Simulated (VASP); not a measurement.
# Ti (P6_3/mmc) in VASP: a series of runs

One crystal, Ti, is run at these levels: PBE, PBEsol; tasks: equation of state.

Program: VASP 6.6.1. These are calculated values, not measurements. Logs are shortened: lines on timing, memory, paths and dates and some standing lists are left out, and cuts for length are marked.

## Step 1: The crystal as given

The structure is hexagonal, space group P6_3/mmc (No. 194). The conventional cell has a = 2.950 Å, b = 2.950 Å, c = 4.680 Å, α = 90.00°, β = 90.00°, γ = 120.00°. Ti (site symmetry -6m2) is surrounded by 12 Ti at 2.89 to 2.95 Å.

## Step 2: Equation of state, PBE, 16.58 Å³/atom (volume scaled by 0.94)

The input, INCAR:

```
SYSTEM = Ti
PREC = Accurate
ENCUT = 520
EDIFF = 1E-7
ISMEAR = -1
SIGMA = 0.05
LREAL = .False.
LASPH = .True.
NELM = 100
ALGO = Normal
ISIF = 2
LWAVE = .False.
LCHARG = .False.
GGA = PE
NBANDS = 19
```

The input, KPOINTS:

```
Automatic mesh
0
Gamma
  10 10 6
  0 0 0
```

The input, POSCAR:

```
Ti
1.0
    2.8897790207      0.0000000000      0.0000000000
   -1.4448895104      2.5026220433      0.0000000000
    0.0000000000      0.0000000000      4.5844629888
Ti
2
Direct
    0.6666666667      0.3333333333      0.7500000000
    0.3333333333      0.6666666667      0.2500000000
```

Potentials or basis: VASP PAW PBE potentials, release 64 (Ti_sv).

Launch:

```bash
$ cat potpaw_PBE.64/Ti_sv/POTCAR > POTCAR
$ mpirun -np 1 vasp_std > vasp.out
```

OUTCAR:

```text
SYSTEM = Ti
   PREC = Accurate
   ENCUT = 520
   EDIFF = 1E-7
   ISMEAR = -1
   LREAL = .False.
   LASPH = .True.
   NELM = 100
   ISIF = 2
   GGA = PE

 ion  position               nearest neighbor table
   1  0.667  0.333  0.750-   2 2.84   2 2.84   2 2.84   2 2.84   2 2.84   2 2.84
   2  0.333  0.667  0.250-   1 2.84   1 2.84   1 2.84   1 2.84   1 2.84   1 2.84

  LATTYP: Found a hexagonal cell.
 ALAT       =     2.8897790207
 C/A-ratio  =     1.5864406780

  Lattice vectors:

 A1 = (   2.8897790207,   0.0000000000,   0.0000000000)
 A2 = (  -1.4448895104,   2.5026220433,   0.0000000000)
 A3 = (   0.0000000000,   0.0000000000,   4.5844629888)

Analysis of symmetry for initial positions (statically):
=====================================================================
 Subroutine PRICEL returns:
 Original cell was already a primitive cell.

 Routine SETGRP: Setting up the symmetry group for a
 hexagonal supercell.

 Subroutine GETGRP returns: Found 24 space group operations
 (whereof 12 operations were pure point group operations)
 out of a pool of 24 trial point group operations.

The static configuration has the point symmetry D_3d.
 The point group associated with its full space group is D_6h.

Analysis of symmetry for dynamics (positions and initial velocities):
=====================================================================
 Subroutine PRICEL returns:
 Original cell was already a primitive cell.

 Routine SETGRP: Setting up the symmetry group for a
 hexagonal supercell.

 Subroutine GETGRP returns: Found 24 space group operations
 (whereof 12 operations were pure point group operations)
 out of a pool of 24 trial point group operations.

The dynamic configuration has the point symmetry D_3d.
 The point group associated with its full space group is D_6h.

 Subroutine INISYM returns: Found 24 space group operations
 (whereof 12 operations are pure point group operations),
 and found     1 'primitive' translations

----------------------------------------------------------------------------------------

                                     Primitive cell

  volume of cell :      33.1549

  direct lattice vectors                    reciprocal lattice vectors
     2.889779021  0.000000000  0.000000000     0.346047221  0.199790456  0.000000000
    -1.444889510  2.502622043  0.000000000     0.000000000  0.399580913  0.000000000
     0.000000000  0.000000000  4.584462989     0.000000000  0.000000000  0.218128056

  length of vectors
     2.889779021  2.889779021  4.584462989     0.399580913  0.399580913  0.218128056
[... 107 lines left out ...]
   EDIFF  = 0.1E-06   stopping-criterion for ELM
   LREAL  =      F    real-space projection
   EDIFFG = 0.1E-05   stopping-criterion for IOM
   NSW    =      0    number of steps for IOM
   IBRION =     -1    ionic relax: 0-MD 1-quasi-New 2-CG
   NFREE  =      0    steps in history (QN), initial steepest desc. (CG)
   ISIF   =      2    stress and relaxation
   ISYM   =      2    0-nonsym 1-usesym 2-fastsym
   POTIM  = 0.5000    time-step for ionic-motion
   TEBEG  =    0.0;   TEEND  =   0.0 temperature during run
   PSTRESS=    0.0 pullay stress
   NELECT =      24.0000    total number of electrons
   NUPDOWN=      -1.0000    fix difference up-down
   EMIN   =  10.00;   EMAX   =-10.00  energy-range for DOS
   EFERMI =   0.00;   METHOD = LEGACY
   ISMEAR =    -1;   SIGMA  =   0.05  broadening in eV -4-tet -1-fermi 0-gaus
   EFERMI_NEDOS =   21; number of points for ismear=-14 and -15
   IALGO  =     38    algorithm
   IMIX   =      4    mixing-type and parameters
     AMIX     =   0.40;   BMIX     =  1.00
     AMIX_MAG =   1.60;   BMIX_MAG =  1.00
  volume/ion in A,a.u.               =      16.58       111.87
  Fermi-wavevector in a.u.,A,eV,Ry     =   1.469927  2.777759 29.397912  2.160686
  Thomas-Fermi vector in A             =   2.585245
   LORBIT       =      0    0 simple, 1 ext, 2 COOP (PROOUT), +10 PAW based schemes
   GGA     = PE    functional components
   LHFCALC =     F    Hartree Fock is set to
   AEXX    =    0.0000 exact exchange contribution
   IVDW    =     0    specifies the selected vdW correction
   LEPSILON=     F    determine dielectric tensor
   LRPA    =     F    only Hartree local field effects (RPA)
 non-spin polarized calculation
  energy-cutoff  :      520.00
  volume of cell :       33.15
 maximum number of plane-waves:       917
 NGX is ok and might be reduce to    24
   NGX = 11   NGY = 11   NGZ = 17

 number of electron      24.0000001 magnetization

 Free energy of the ion-electron system (eV)
  ---------------------------------------------------
  ext. energy  EPLUGINS =         0.00000000
  ---------------------------------------------------
  free energy    TOTEN  =       -15.65213344 eV

  energy without entropy =      -15.63299049  energy(sigma->0) =      -15.64256196

 E-fermi :   8.8314     XC(G=0): -11.7188

 val. band max:        8.8190535493   @ k =   0.3000   0.2000   0.5000
 cond. band min:       8.8447059904   @ k =   0.1000   0.0000   0.1667
 fundamental gap:      0.0256524411
 Fermi energy:         8.8314128333

 k-point     1 :       0.0000    0.0000    0.0000
  band No.  band energies     occupation
      1     -47.9436      2.00000
      2     -47.7797      2.00000
      3     -24.5869      2.00000
      4     -23.8440      2.00000
      5     -23.8440      2.00000
      6     -23.7672      2.00000
[... 857 lines left out ...]
      6     -24.0246      2.00000
[... 11 lines left out ...]
     18      12.6401      0.00000
     19      13.5999      0.00000

 [... further k-points ...]

------------------------ aborting loop because EDIFF is reached ----------------------------------------

  FORCE on cell =-STRESS in cart. coord.  units (eV):
  Direction    XX          YY          ZZ          XY          YZ          ZX
  --------------------------------------------------------------------------------------
  -------------------------------------------------------------------------------------
  Total        1.1706544      1.1706544      1.0687481     -0.0000000      0.0000000      0.0000000
  in kB       56.5706182     56.5706182     51.6461038     -0.0000000      0.0000000      0.0000000
  external PRESSURE =      54.9291134 kB  Pullay stress =       0.0000000 kB

 VOLUME and BASIS-vectors are now :
 -----------------------------------------------------------------------------
  energy-cutoff  :      520.00
  volume of cell :       33.15
      direct lattice vectors                 reciprocal lattice vectors
     2.889779021  0.000000000  0.000000000     0.346047221  0.199790456  0.000000000
    -1.444889510  2.502622043  0.000000000     0.000000000  0.399580913  0.000000000
     0.000000000  0.000000000  4.584462989     0.000000000  0.000000000  0.218128056

 POSITION                                       TOTAL-FORCE (eV/Angst)
 -----------------------------------------------------------------------------------
      1.44489      0.83421      3.43835         0.000000     -0.000000      0.000000
     -0.00000      1.66841      1.14612        -0.000000      0.000000      0.000000
 -----------------------------------------------------------------------------------
    total drift:                                0.000000     -0.000000      0.000000

  FREE ENERGIE OF THE ION-ELECTRON SYSTEM (eV)
  ---------------------------------------------------
  free  energy   TOTEN  =       -15.6521334413 eV

  energy  without entropy=      -15.6329904867  energy(sigma->0) =      -15.64256196
```

It took 36 s on 1 thread of Intel Xeon Platinum 8488C (Sapphire Rapids), shared host; peak memory 0.16 GiB.

What came out:

* Free energy: -15.6521 eV
* Pressure: 5.5 GPa
* Band gap on the k mesh: none (metal or under the smearing width)

## Step 3: Equation of state, PBE, 16.93 Å³/atom (volume scaled by 0.96)

The input, INCAR:

```
SYSTEM = Ti
PREC = Accurate
ENCUT = 520
EDIFF = 1E-7
ISMEAR = -1
SIGMA = 0.05
LREAL = .FALSE.
LASPH = .TRUE.
NELM = 80
ALGO = Normal
ISIF = 2
LWAVE = .FALSE.
LCHARG = .FALSE.
GGA = PE
NBANDS = 19
```

The input, KPOINTS:

```
Automatic mesh
0
G
  10 10 6
  0 0 0
```

The input, POSCAR:

```
Ti
1.0
    2.9101302477      0.0000000000      0.0000000000
   -1.4550651239      2.5202467229      0.0000000000
    0.0000000000      0.0000000000      4.6167490031
Ti
2
Direct
    0.6666666667      0.3333333333      0.7500000000
    0.3333333333      0.6666666667      0.2500000000
```

Potentials or basis: VASP PAW PBE potentials, release 64 (Ti_sv).

Launch:

```bash
$ cat potpaw_PBE.64/Ti_sv/POTCAR > POTCAR
$ mpirun -np 1 vasp_std > vasp.out
```

It took 22 s on 1 thread of Intel Xeon Platinum 8488C (Sapphire Rapids), shared host; peak memory 0.16 GiB.

It converged, with:

```yaml
Free_energy: -15.6708 eV
Pressure: 2.9 GPa
Band_gap_on_the_k_mesh: none (metal or under the smearing width)
```

## Step 4: Equation of state, PBE, 17.28 Å³/atom (volume scaled by 0.98)

The input, INCAR:

```
PREC = Accurate
ENCUT = 520
EDIFF = 1E-7
ISMEAR = -1
SIGMA = 0.05
LREAL = F
LASPH = T
NELM = 80
ALGO = Normal
ISIF = 2
LWAVE = F
LCHARG = F
GGA = PE
NBANDS = 19
```

The input, KPOINTS:

```
regular mesh
0
Gamma
  10 10 6
```

The input, POSCAR:

```
Ti
1.0
    2.9302007457      0.0000000000      0.0000000000
   -1.4651003729      2.5376282840      0.0000000000
    0.0000000000      0.0000000000      4.6485896576
Ti
2
Direct
    0.6666666667      0.3333333333      0.7500000000
    0.3333333333      0.6666666667      0.2500000000
```

Launch:

```bash
$ cat potpaw_PBE.64/Ti_sv/POTCAR > POTCAR
$ mpirun -np 1 vasp_std > vasp.out
```

Wall time 25 s (1 thread of Intel Xeon Platinum 8488C (Sapphire Rapids), shared host); peak memory 0.16 GiB.

It converged, with:

```yaml
Free_energy: -15.6783 eV
Pressure: 0.5 GPa
Band_gap_on_the_k_mesh: none (metal or under the smearing width)
```

(Continued in part 2 of 2.)
